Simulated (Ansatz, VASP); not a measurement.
## MnO (Manganosite) in two plane-wave programs

Wanted: the spread between two codes on one cell, functional and k mesh.

Main program and level: Ansatz 0.2.0; plane waves, with VASP 6.6.1 beside it; single point at PBEsol.

### Step 1. Set-up

It takes space group Cm (No. 8, monoclinic). The conventional cell has a = 5.445 Å, b = 3.144 Å, c = 3.144 Å, α = 90.00°, β = 125.26°, γ = 90.00°. Mn has 6 O at 2.19 to 2.26 Å nearest. O has 6 Mn at 2.19 to 2.26 Å nearest. Farther neighbours and most contacts between anions are not listed. That group holds within 0.01 Å; judged at 0.001 Å it is P1 (No. 1).

### Step 2. Ansatz: single point, PBEsol

Ansatz runs on its default PAW (the set named soft_2) files.

With cell and atoms fixed, the geometry can't cause a difference; cores, projectors, grids and the points listed under the comparison can.

File input.yaml:

```yaml
crystal:
  lattice:
    - [0.0, 2.223, 2.223]
    - [2.223, 0.0, 2.223]
    - [2.223, 2.223, 0.0]
  atoms:
    - { symbol: Mn, position: [0.003534, 0.009817, 0.0048], spin: 4.0 }
    - { symbol: O, position: [0.512928, 0.495127, 0.503125] }
hamiltonian:
  xc: pbesol
  pseudopotentials: { kind: paw }
magnetization:
  spin_polarized: true
kpoints:
  mp_grid: { grid: [9, 9, 9] }
scf:
  occupations: { method: fermi_dirac, width: 0.05 }
  n_extra_bands: 8
output:
  forces: true
  stress: true
  eigenvalues: true
```

The run is started by

```sh
ansatz run input.yaml --threads 2 --pin off --max-ram 4608MiB --backend cpu --events-out ev --progress --plain --runs-dir out
```

Numbers of over 12 decimals in the logs are rounded to 6 here.

Log:

```text
scf.n_extra_bands = 8 over 11 filled bands (N_el = 21.0): the run solves 19 bands
Engine: ansatz 0.2.0, x86_64-unknown-linux-gnu
Pseudopotentials: kind: paw
Pseudopotential: Mn, paw, valence charge 15, recommended cutoff 420 eV (normal), Mn.paw.azcp
Pseudopotential: O, paw, valence charge 6, recommended cutoff 420 eV (normal), O.paw.azcp
Functional definition: PBEsol
  exchange = pbesol_x
  correlation = pbesol_c
Crystal: 2 atoms, lattice volume = 21.971 Å³
Basis set: ecut = 420 eV, 411 PW (Γ), exchange–correlation on 48×48×48 points (8 copies of the dense FFT grid, shifted against one another)
Bands: 19, of which v1, the nominal top of the filled ones, is band 11 counted from 1 (10 counted from 0)
Symmetry: 1 space group operations
Space group: P1 (ITA 1), of the structure as read, at distance tolerance 2.8e-5 Å
Magnetic group: BNS 1.1 (UNI 1), of the structure as read, at distance tolerance 2.8e-5 Å
k-points: 365 of 729 (time reversal used)
Non-local potential: Mn, projectors of the file, l = 0: 3, l = 1: 2, l = 2: 3, l = 3: 1
Non-local potential: O, projectors of the file, l = 0: 2, l = 1: 2, l = 2: 1
PAW form: soft (Blöchl's): semilocal exchange-correlation on the pseudo side does not see the compensation charge
PAW frozen core: Mn, regenerated for the run's functional, and the local potential with it (the file was generated under x = pbe(κ = 0.804, μ = 0.219515), c = pbe(β = 0.066725))
PAW frozen core: O, regenerated for the run's functional, and the local potential with it (the file was generated under x = pbe(κ = 0.804, μ = 0.219515), c = pbe(β = 0.066725))
PAW one-centre angular grid: Mn, 590 points (default); XC on 64 Gauss nodes
PAW one-centre angular grid: O, 110 points (default); XC on 64 Gauss nodes
Initial density: superposition of atomic densities (chi_scale 0.1, normalization cell, long waves kept (reshape's long-wave potential 0.00 eV rms))
Starting moments: Σ|m| = 4 μB on 1 of 2 sites
Initial wavefunctions: pseudopotential atomic-orbital guess
Functional: x = pbesol(κ = 0.804, μ = 0.123457), c = pbesol(β = 0.046)
SCF iter   1: F=—  HF=-4429.732717 eV  |F-HF|=—  |Δ(HF+E_count)|=         —  Δρ=1.38e-1 (↑1.38e-1 ↓7.16e-2)  dr2=6.41e0  dr2_m=7.14e-1  M=4.487 μB ∫|m|=4.487 μB  β_m=0.30  ethr=3.10e-3  ⟨swp⟩=4.0  Hψ=54688  notcnv=0  defer=147
Mixer restart at iter 1: flushing history
preconditioner: auto → none  [metal: Δε(μ)=0.000 eV  Ē_g=15.573 eV  σ=0.050 eV  W_gap=0.00  n_scr=8 (ndim 8)  ℏωp=28.6 eV  f_vac=0.000  D(μ)=1.94/eV (n_scr^D=26)  sad-step TF]
SCF iter   2: F=—  HF=-4429.360867 eV  |F-HF|=—  |Δ(HF+E_count)|=   3.72e-1  Δρ=7.84e-2 (↑7.84e-2 ↓3.31e-2)  dr2=1.15e0  dr2_m=4.54e-1  M=4.687 μB ∫|m|=4.687 μB  β_m=0.43  ethr=3.10e-3  ⟨swp⟩=3.1  Hψ=31407  notcnv=0  defer=1114
SCF iter   3: F=—  HF=-4429.324420 eV  |F-HF|=—  |Δ(HF+E_count)|=   3.64e-2  Δρ=1.85e-2 (↑1.85e-2 ↓1.81e-2)  dr2=1.68e-1  dr2_m=2.94e-2  M=4.679 μB ∫|m|=4.679 μB  β_m=0.47  ethr=3.10e-3  ⟨swp⟩=2.5  Hψ=24763  notcnv=0  defer=1131
SCF iter   4: F=—  HF=-4429.274273 eV  |F-HF|=—  |Δ(HF+E_count)|=         —  Δρ=5.27e-3 (↑4.96e-3 ↓5.27e-3)  dr2=1.02e-2  dr2_m=2.47e-3  M=4.700 μB ∫|m|=4.700 μB  β_m=0.47  ethr=7.98e-4  ⟨swp⟩=2.4  Hψ=23520  notcnv=0  defer=1131
Mixer restart at iter 4: flushing history
SCF iter   5: F=—  HF=-4429.287445 eV  |F-HF|=—  |Δ(HF+E_count)|=   1.32e-2  Δρ=4.95e-3 (↑4.95e-3 ↓3.34e-3)  dr2=5.90e-3  dr2_m=8.93e-4  M=4.713 μB ∫|m|=4.713 μB  β_m=0.56  ethr=4.85e-5  ⟨swp⟩=2.0  Hψ=21729  notcnv=0  defer=1131
SCF iter   6: F=—  HF=-4429.302933 eV  |F-HF|=—  |Δ(HF+E_count)|=   1.55e-2  Δρ=2.25e-3 (↑2.25e-3 ↓1.87e-3)  dr2=5.57e-4  dr2_m=7.03e-4  M=4.722 μB ∫|m|=4.722 μB  β_m=0.70  ethr=2.81e-5  ⟨swp⟩=2.0  Hψ=24126  notcnv=0  defer=1131
SCF iter   7: F=—  HF=-4429.309628 eV  |F-HF|=—  |Δ(HF+E_count)|=   6.70e-3  Δρ=1.47e-3 (↑9.50e-4 ↓1.47e-3)  dr2=9.89e-4  dr2_m=3.85e-5  M=4.728 μB ∫|m|=4.728 μB  β_m=0.77  ethr=2.65e-6  ⟨swp⟩=2.0  Hψ=25016  notcnv=0  defer=1131
SCF iter   8: F=—  HF=-4429.310401 eV  |F-HF|=—  |Δ(HF+E_count)|=   7.73e-4  Δρ=1.18e-3 (↑1.18e-3 ↓5.24e-4)  dr2=2.06e-4  dr2_m=1.02e-4  M=4.735 μB ∫|m|=4.735 μB  β_m=0.68  ethr=2.65e-6  ⟨swp⟩=2.0  Hψ=25276  notcnv=0  defer=1131
SCF iter   9: F=—  HF=-4429.310372 eV  |F-HF|=—  |Δ(HF+E_count)|=   2.91e-5  Δρ=1.82e-4 (↑1.82e-4 ↓3.50e-5)  dr2=7.33e-6  dr2_m=1.38e-6  M=4.734 μB ∫|m|=4.734 μB  β_m=0.81  ethr=9.81e-7  ⟨swp⟩=2.0  Hψ=18568  notcnv=0  defer=1131
SCF iter  10: F=—  HF=-4429.310373 eV  |F-HF|=—  |Δ(HF+E_count)|=   1.02e-6  Δρ=2.25e-5 (↑1.55e-5 ↓2.25e-5)  dr2=1.20e-7  dr2_m=4.68e-8  M=4.734 μB ∫|m|=4.734 μB  β_m=0.89  ethr=3.49e-8  ⟨swp⟩=2.2  Hψ=17835  notcnv=0  defer=1131
SCF iter  11: F=—  HF=-4429.310373 eV  |F-HF|=—  |Δ(HF+E_count)|=   4.40e-8  Δρ=1.46e-6 (↑1.46e-6 ↓1.22e-6)  dr2=3.61e-10  dr2_m=1.98e-10  M=4.734 μB ∫|m|=4.734 μB  β_m=0.94  ethr=5.72e-10  ⟨swp⟩=2.0  Hψ=18515  notcnv=0  defer=1131
SCF iter  12: F=-4429.310373 eV  HF=-4429.310373 eV  |F-HF|=8.19e-12  |Δ(HF+E_count)|=  5.91e-11  Δρ=4.65e-7 (↑4.65e-7 ↓2.40e-7)  dr2=2.01e-11  dr2_m=1.76e-11  M=4.734 μB ∫|m|=4.734 μB  ethr=1.72e-12  ⟨swp⟩=6.1  Hψ=56385  notcnv=0
SCF 1 converged in 12 iterations: F = -4429.310373 eV  dr2 = 2.01e-11
  greatest PAW one-centre occupation: 1.004 electrons in one spin orbital (limit 2), on the Mn atom at site 0 (counted from 0), in its partial waves of l = 1
SCF converged after 12 iterations
Magnetization: 4.7336 μB (12.8668 up, 8.1332 down)
Absolute magnetization: 4.7336 μB (∫|ρ↑−ρ↓|, with the PAW one-centre terms)
Spin contamination: 0.0118 ħ² per cell (⟨S²⟩ above its minimum at these occupations)
Per-site moments (μB) at R_I (Å): [(3.981038, 0.902022), (0.222146, 0.902022)]
Free energy (F): -4429.310373 eV
Harris-Foulkes:  -4429.310373 eV  (|F-HF|=8.19e-12)
Internal energy: -4429.304555 eV  (E = F + TS)
E sigma→0 (E₀):  -4429.307464 eV
Entropy (-TS):   -0.005818 eV (-2.909 meV/atom)
Fermi energy:    13.254349 eV
--- Per-component energies (eV) ---
  E_band       = -249.242362
  E_kinetic    = 473.050893
  E_local      = -2229.740707  (includes V_loc(G=0)·N_el)
  E_nonlocal   = 303.720233
  E_hartree    = 891.194249
  E_xc         = -182.466794
  E_vxc        = -234.287277  (∫ρ·V_xc dr)
  E_paw        = -1429.994219  (= ΣΔE_a)
  E_vpaw       = -344.376507  (= ΣTr[D̂ρ^β])
  E_aug_tail   = 0.002373  (compensation charges beyond the density's cutoff)
  E_ewald      = -2255.275520
  E_core_change = 0.204938  (= ΣΔE_core)
  E_smearing   = -0.005818  (= −TS)
  E_closure    = 0.000000  (closes the sum)
  Σ components = -4429.310373   (vs F -4429.310373, Δ=0.00e0)
--- Forces (eV/Å), atoms counted from 1 ---
  atom   1  Mn    -0.12143692     0.05662993    -0.03878610
  atom   2  O      0.12143552    -0.05662894     0.03878591
  max |Σ_I F_I| component: 1.41e-6 eV/Å
--- Stress (GPa, compression-positive) ---
       -7.461154       0.017135      -0.011734
        0.017135      -7.640906       0.005467
       -0.011734       0.005467      -7.668224
  P = ⅓ Tr σ = -7.5901 GPa (-75.901 kbar)
--- Band table (eV; the first three rows and the last of 730) ---
  k-point 0 ↑: bands = [... 7 lower, 9.4103, 10.0696, 10.0997, 10.1175, 10.6057, 10.6423, 12.6250, 26.9929, ... 4 higher]
  k-point 1 ↑: bands = [... 7 lower, 8.8589, 10.1994, 10.2073, 10.3374, 11.2355, 11.2579, 13.4640, 25.7020, ... 4 higher]
  k-point 2 ↑: bands = [... 7 lower, 8.0555, 10.4533, 10.4562, 10.6334, 12.1772, 12.1883, 14.9305, 23.5198, ... 4 higher]
  k-point 364 ↓: bands = [... 7 lower, 8.3816, 14.9970, 15.1030, 15.1951, 16.3929, 16.8406, 18.5780, 22.3564, ... 4 higher]
```

Run time: 20 s. Hardware: 2 threads of Intel Xeon Platinum 8488C (Sapphire Rapids), shared host; peak memory 0.62 GiB; 37 s of CPU time.

The run ends at a pressure of -7.59 GPa, with forces up to 0.14 eV/Å.

### Step 3. VASP: single point, PBEsol

The same cell, functional, mesh and smearing now go to VASP, with its own data sets and cutoff.

Lines of VASP's logs that name or quote its potential files are left out, and so is its time.

File INCAR:

```
SYSTEM = MnO
PREC = Accurate
ENCUT = 520
EDIFF = 1E-06
NELM = 100
ISMEAR = -1
SIGMA = 0.05
LREAL = .FALSE.
ALGO = Normal
GGA = PS
NBANDS = 13
ISPIN = 2
MAGMOM = 4 0
LMAXMIX = 4
LORBIT = 11
LWAVE = .FALSE.
LCHARG = .FALSE.
KPAR = 2
ISIF = 2
```

File POSCAR:

```
MnO
1.0
    0.0000000000      2.2230000000      2.2230000000
    2.2230000000      0.0000000000      2.2230000000
    2.2230000000      2.2230000000      0.0000000000
Mn O
1 1
Direct
    0.0035340000      0.0098170000      0.0048000000
    0.5129280000      0.4951270000      0.5031250000
```

File KPOINTS:

```
Automatic mesh
0
Gamma
9 9 9
0 0 0
```

Potentials, in the order of the species: Mn and O (PBE family, release 64).

The run is started by

```sh
mpirun -np 2 vasp_std
```

Log:

```text
[banner, memory and clock lines left out]
running    2 mpi-ranks, on    1 nodes
 distrk:  each k-point on    1 cores,    2 groups
 distr:  one band on    1 cores,    1 groups

 POSCAR found type information on POSCAR MnO
 POSCAR found :  2 types and       2 ions
|                                                                             |
|               ----> ADVICE to this user running VASP <----                  |
|                                                                             |
|     You enforced a specific xc type in the INCAR file but a different       |
|     [... a line on the potential file left out ...]
|     I HOPE YOU KNOW WHAT YOU ARE DOING!                                     |
|                                                                             |

 LDA part: xc-table for (Slater+PW92), standard interpolation
 POSCAR, INCAR and KPOINTS ok, starting setup
 FFT: planning ... GRIDC
 FFT: planning ... GRID_SOFT
 FFT: planning ... GRID
 WAVECAR not read
 entering main loop
       N       E                     dE             d eps       ncg     rms          rms(c)
DAV:   1     0.769510746966E+02    0.76951E+02   -0.62798E+03 19587   0.112E+03
DAV:   2    -0.122331676389E+02   -0.89184E+02   -0.77419E+02 19882   0.242E+02
DAV:   3    -0.192363090708E+02   -0.70031E+01   -0.66842E+01 22998   0.796E+01
DAV:   4    -0.193607049175E+02   -0.12440E+00   -0.12410E+00 20567   0.102E+01
DAV:   5    -0.193633744990E+02   -0.26696E-02   -0.26695E-02 24101   0.162E+00    0.135E+01
DAV:   6    -0.178210912096E+02    0.15423E+01   -0.17855E+01 25250   0.684E+01    0.182E+01
DAV:   7    -0.172214778453E+02    0.59961E+00   -0.25950E+00 25106   0.365E+01    0.919E+00
DAV:   8    -0.172380227796E+02   -0.16545E-01   -0.15497E-01 21466   0.378E+00    0.517E+00
DAV:   9    -0.172125778248E+02    0.25445E-01   -0.66706E-02 25791   0.305E+00    0.121E+00
DAV:  10    -0.172178668174E+02   -0.52890E-02   -0.90703E-03 27245   0.127E+00    0.264E-01
DAV:  11    -0.172174365457E+02    0.43027E-03   -0.25754E-03 25703   0.530E-01    0.154E-01
DAV:  12    -0.172176393103E+02   -0.20276E-03   -0.15456E-04 27086   0.163E-01    0.520E-02
DAV:  13    -0.172176365818E+02    0.27285E-05   -0.44003E-06 25267   0.282E-02    0.350E-02
DAV:  14    -0.172176448120E+02   -0.82302E-05   -0.17238E-05 24364   0.416E-02    0.930E-03
DAV:  15    -0.172176442311E+02    0.58091E-06   -0.22975E-06 11809   0.157E-02
   1 F= -.17217644E+02 E0= -.17214757E+02  d E =-.577489E-02  mag=     4.7368
```

OUTCAR, selected parts (step 3):

```text
ion  position               nearest neighbor table
   1  0.004  0.010  0.005-   2 2.19   2 2.21   2 2.21   2 2.24   2 2.24   2 2.26
   2  0.513  0.495  0.503-   1 2.19   1 2.21   1 2.21   1 2.24   1 2.24   1 2.26

  LATTYP: Found a face centered cubic cell.
 ALAT       =     4.4460000000

 Subroutine GETGRP returns: Found  1 space group operations
 (whereof  1 operations were pure point group operations)

The static configuration has the point symmetry C_1 .

 Found    365 irreducible k-points:

   k-points           NKPTS =    365   k-points in BZ     NKDIM =    365   number of bands    NBANDS=     13

   dimension x,y,z NGX =    24 NGY =   24 NGZ =   24
   dimension x,y,z NGXF=    48 NGYF=   48 NGZF=   48

   ENCUT  =  520.0 eV  38.22 Ry    6.18 a.u.   5.85  5.85  5.85*2*pi/ulx,y,z

   NELECT =      13.0000    total number of electrons

 k-points in reciprocal lattice and weights: Automatic mesh
   0.00000000  0.00000000  0.00000000       0.001
   0.11111111  0.00000000  0.00000000       0.003
   0.00000000  0.11111111  0.00000000       0.003
   0.00000000  0.00000000  0.11111111       0.003
   0.11111111  0.11111111  0.11111111       0.003
   0.22222222  0.00000000  0.00000000       0.003
   0.00000000  0.22222222  0.00000000       0.003
   0.00000000  0.00000000  0.22222222       0.003
   0.22222222  0.22222222  0.22222222       0.003
[...]
-0.44444444  0.22222222 -0.22222222       0.003
   0.22222222  0.44444444 -0.33333333       0.003

 average (electrostatic) potential at core
       1 -43.9700       2 -70.6325

 E-fermi :   5.6936

 spin component 1
 k-point     1 :       0.0000    0.0000    0.0000
  band No.  band energies     occupation
    ...
      6       2.5246      1.00000
      7       2.5441      1.00000
      8       3.0262      1.00000
      9       3.0649      1.00000
     10       5.1110      0.99999
     11      19.6331      0.00000
     12      21.7801      0.00000
     13      21.7857      0.00000

 k-point     2 :       0.1111    0.0000    0.0000
  band No.  band energies     occupation
    ...
      5       2.6228      1.00000
      6       2.6315      1.00000
      7       2.7752      1.00000
      8       3.6734      1.00000
      9       3.6893      1.00000
     10       5.9505      0.00583
     11      18.2428      0.00000
     12      21.3455      0.00000
     13      21.3615      0.00000

 k-point     3 :       0.0000    0.1111    0.0000
  band No.  band energies     occupation
    ...
      5       2.6244      1.00000
      6       2.6326      1.00000
      7       2.7866      1.00000
      8       3.6711      1.00000
      9       3.6864      1.00000
     10       5.9514      0.00572
     11      18.2390      0.00000
     12      21.3572      0.00000
     13      21.3608      0.00000

 k-point     4 :       0.0000    0.0000    0.1111
  band No.  band energies     occupation
    ...
      5       2.6220      1.00000
      6       2.6297      1.00000
      7       2.7685      1.00000
      8       3.6717      1.00000
      9       3.6943      1.00000
     10       5.9499      0.00590
     11      18.2453      0.00000
     12      21.3414      0.00000
     13      21.3581      0.00000

 k-point     5 :       0.1111    0.1111    0.1111
  band No.  band energies     occupation
    ...
      5       2.6224      1.00000
      6       2.6308      1.00000
      7       2.7720      1.00000
      8       3.6728      1.00000
      9       3.6915      1.00000
     10       5.9502      0.00587
     11      18.2439      0.00000
     12      21.3434      0.00000
     13      21.3602      0.00000

 k-point     6 :       0.2222    0.0000    0.0000
  band No.  band energies     occupation
    ...
      5       2.8750      1.00000
      6       2.8775      1.00000
      7       3.0685      1.00000
      8       4.6174      1.00000
      9       4.6256      1.00000
     10       7.4159      0.00000
     11      16.0168      0.00000
     12      19.9492      0.00000
     13      19.9537      0.00000

  Total       -1.0120682     -1.0375384     -1.0414826      0.0024998      0.0006096     -0.0017324
  in kB      -73.8026524    -75.6600056    -75.9476260      0.1822937      0.0444560     -0.1263296
  external PRESSURE =     -75.1367613 kB  Pullay stress =       0.0000000 kB

  energy-cutoff  :      520.00
  volume of cell :       21.97
      direct lattice vectors                 reciprocal lattice vectors
     0.000000000  2.223000000  2.223000000    -0.224921278  0.224921278  0.224921278
     2.223000000  0.000000000  2.223000000     0.224921278 -0.224921278  0.224921278
     2.223000000  2.223000000  0.000000000     0.224921278  0.224921278 -0.224921278

 POSITION                                       TOTAL-FORCE (eV/Angst)
 -----------------------------------------------------------------------------------
      0.03249      0.01853      0.02968        -0.126559      0.059029     -0.040464
      2.21911      2.25869      2.24091         0.126559     -0.059029      0.040464
 -----------------------------------------------------------------------------------
    total drift:                               -0.000038     -0.000078      0.000122

  FREE ENERGIE OF THE ION-ELECTRON SYSTEM (eV)
  ---------------------------------------------------
  free  energy   TOTEN  =       -17.2176442311 eV

  energy  without entropy=      -17.2118693408  energy(sigma->0) =      -17.21475679

 total charge
# of ion       s       p       d       tot
------------------------------------------
    1        0.210   0.234   4.955   5.398
    2        1.557   3.390   0.000   4.947
--------------------------------------------------
tot          1.766   3.624   4.955  10.345

 magnetization (x)
# of ion       s       p       d       tot
------------------------------------------
    1        0.034   0.025   4.225   4.285
    2        0.030   0.165   0.000   0.195
--------------------------------------------------
tot          0.064   0.190   4.225   4.479

[... 6 further parts left out ...]
```

The cell holds one magnetic atom, so no antiferromagnetic order fits into it. Oxides and halides of Mn are often magnetic insulators, and a metal at this level, without U or exact exchange, may be an artefact. The data set Mn keeps the semicore shell frozen, which is cheaper and a little less accurate.

### Step 4. Side by side

Known differences besides the potentials themselves: the data sets hold 21 valence electrons in Ansatz (default PAW (the set named soft_2) files) and 13 in VASP; the cutoff is 420 eV in Ansatz and 520 eV in VASP; Ansatz makes its cores anew for this functional, VASP keeps those of its PBE data sets; VASP leaves aspherical gradient terms in its spheres out (LASPH is not set), Ansatz keeps them; site moments are counted in spheres of each program's own size. Total energies have different zeros and are not compared.

The two programs side by side:

| quantity | Ansatz | VASP | difference |
| --- | --- | --- | --- |
| pressure (GPa) | -7.59 | -7.51 | -0.08 |
| pressure without Ansatz's Pulay correction (GPa) | -8.23 | -7.51 | -0.72 |
| total moment (μB) | 4.73 | 4.74 | 0.00 |
| moment on Mn1 (μB) | 3.98 | 4.29 | -0.30 |
| moment on O2 (μB) | 0.22 | 0.20 | +0.03 |

Forces (eV/Å; atoms numbered as in POSCAR):

| atom | Ansatz x, y, z | VASP x, y, z |
| --- | --- | --- |
| Mn1 | -0.121, 0.057, -0.039 | -0.127, 0.059, -0.040 |
| O2 | 0.121, -0.057, 0.039 | 0.127, -0.059, 0.040 |

The forces differ by 3.4 meV/Å r.m.s., which is 4.1 % of the r.m.s. force of 0.08 eV/Å (both taken over all components). Ansatz's pressure holds a Pulay correction of 0.64 GPa; VASP's holds none.

### Step 5. Outcome

| Property | Result |
| --- | --- |
| r.m.s. force difference (single point, PBEsol) | 3.4 meV/Å |

What this shows: The r.m.s. force difference is 3.4 meV/Å (single point, PBEsol), within the 12 meV/Å picked in this series as the mark of a large difference. Such differences can come from data sets, numerical settings and the points named under the comparisons, not from the functional's error against experiment.

[Lines on the potential files, build, host, timing and source positions are cut from VASP's logs without a mark.]

[Logs are printed without paths, hosts, clocks, repeated set-up lines and the standing remarks that a program may print on its own settings, such as how far it seeks lower states.]

[Hosts, paths, dates, database ids (printed as entryN), source tags and the programs' standing remarks are cut or masked in the printed files.]
